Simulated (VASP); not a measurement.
# Be: relaxation with set parts of the cell free, by free to move

Be, P-1 (no. 2), 2 atoms in the cell. PBE, constrained relaxation; PAW potentials Be (PBE set).

| Free to move | Volume (Å³/atom) | Pressure in a fresh run at the final cell (GPa) | Pressure printed at the end of the relaxation (GPa) | Ionic steps, all stages | Electronic steps, all stages | Time (s) |
|---|---|---|---|---|---|---|
| atoms | 8.237 | -4.54 | -4.54 | 9 | 47 | 12 |
| atoms, shape and volume | 7.912 | 0.03 | 0.03 | 8 | 48 | 12 |
| atoms and shape at fixed volume | 8.237 | -4.60 | -4.60 | 9 | 49 | 12 |
| shape alone | 8.237 | -4.52 | -4.52 | 7 | 42 | 10 |
| shape and volume | 7.919 | 0.00 | 0.00 | 9 | 45 | 11 |
| volume alone | 7.929 | -0.01 | -0.01 | 5 | 37 | 8.6 |
| atoms and volume | 7.919 | 0.00 | 0.00 | 9 | 53 | 12 |
| atoms and the z components of the lattice | 8.160 | -3.39 | -3.39 | 9 | 48 | 11 |
| atoms and the x and y components of the lattice | 7.982 | -1.13 | -1.13 | 8 | 45 | 10 |
| atoms and the y and z components of the lattice | 8.005 | -1.30 | -1.30 | 8 | 47 | 11 |

Limits: the start was distorted on purpose (random strain, atoms moved at random), so the space group given is the start's and not the crystal's.

## Input of the first row

INCAR.step1:
```
SYSTEM = Be
PREC     = Accurate       ! precision mode
ENCUT    = 350            ! plane-wave cutoff, eV
EDIFF    = 1E-6           ! SCF threshold, eV
ISMEAR   = 1              ! smearing method
SIGMA    = 0.1            ! smearing width, eV
LREAL    = .False.        ! projectors in reciprocal space
LASPH    = .True.         ! aspherical terms in the spheres
NELM     = 100            ! most SCF steps
ALGO     = Normal         ! electronic algorithm
LWAVE    = .False.        ! write WAVECAR
LCHARG   = .False.        ! write CHGCAR
IBRION   = 2              ! ionic algorithm
NSW      = 80             ! ionic steps
ISIF     = 2              ! what is computed and relaxed
EDIFFG   = -0.01          ! ionic threshold
POTIM    = 0.5            ! step
ISYM     = 0            
KPAR     = 4             
```

INCAR.step3, as INCAR.step1 but for:
```
- IBRION = 2
- NSW = 80
- EDIFFG = -0.01
- POTIM = 0.5
+ NSW = 0
```

KPOINTS:
```
k-points
0
Gamma
  12 12 7
```

POSCAR.step1:
```
Be
1.0
    2.2931980000     -0.0055020000     -0.0023600000
   -1.1513640000      1.9997970000      0.0113480000
   -0.0037010000      0.0184140000      3.5972670000
Be
2
Direct
    0.6828390000      0.3323560000      0.7492530000
    0.3171610000      0.6676440000      0.2507470000
```

POSCAR.step3:
```
Be
1.0
    2.2931980000     -0.0055020000     -0.0023600000
   -1.1513640000      1.9997970000      0.0113480000
   -0.0037010000      0.0184140000      3.5972670000
Be
2
Direct
    0.6654937032      0.3322483836      0.7499614918
    0.3345062968      0.6677516164      0.2500385082
```

Commands (each step's output is kept before the next begins):
```
cat potpaw_PBE.64/Be/POTCAR > POTCAR
cp INCAR.step1 INCAR
cp POSCAR.step1 POSCAR
mpirun -np 4 vasp_std > vasp.out
cp CONTCAR POSCAR
mpirun -np 4 vasp_std > vasp.out
# POSCAR: the CONTCAR of the step before
cp INCAR.step3 INCAR
cp POSCAR.step3 POSCAR
mpirun -np 4 vasp_std > vasp.out
```

Changes of the last row against the first:
```
- ISIF = 2
+ ISIF = 3
+ LATTICE_CONSTRAINTS = .FALSE. .TRUE. .TRUE.
```

VASP 6.6.1 took 12 s on 4 cores (Intel Xeon 6975P-C (Granite Rapids)), a shared host.
